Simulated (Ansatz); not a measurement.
Consider the following.

MgAl$_{2}$O$_{4}$:
```
MgAl2O4
1.0
    0.00000     4.08434     4.08434
    4.08434     0.00000     4.08434
    4.08434     4.08434     0.00000
Mg Al O
2 4 8
Direct
  0.75000   0.75000   0.75000
  0.50000   0.50000   0.50000
  0.62500   0.12500   0.12500
  0.12500   0.12500   0.62500
  0.12500   0.62500   0.12500
  0.12500   0.12500   0.12500
  0.36146   0.36146   0.36146
  0.33437   0.88854   0.88854
  0.36146   0.36146   0.91563
  0.88854   0.33437   0.88854
  0.91563   0.36146   0.36146
  0.88854   0.88854   0.88854
  0.36146   0.91563   0.36146
  0.88854   0.88854   0.33437
```

This is the PBE-relaxed structure.

Problem. All from PBE in the plane-wave PAW code Ansatz, unless another level is named. Give the band gap.

Solution. 5.12 eV (smallest direct gap 5.14 eV).

Problem. What about the conduction-band minimum?

Solution. at Γ.

Problem. Predict the weight of the conduction-edge state by species (Voronoi cells).

Solution. O 59 %, Al 23 %, Mg 18 %.

Space group Fd-3m (spinel). The PBE relaxation kept the symmetry of its start.

Potentials: the later of the program's two PAW sets.
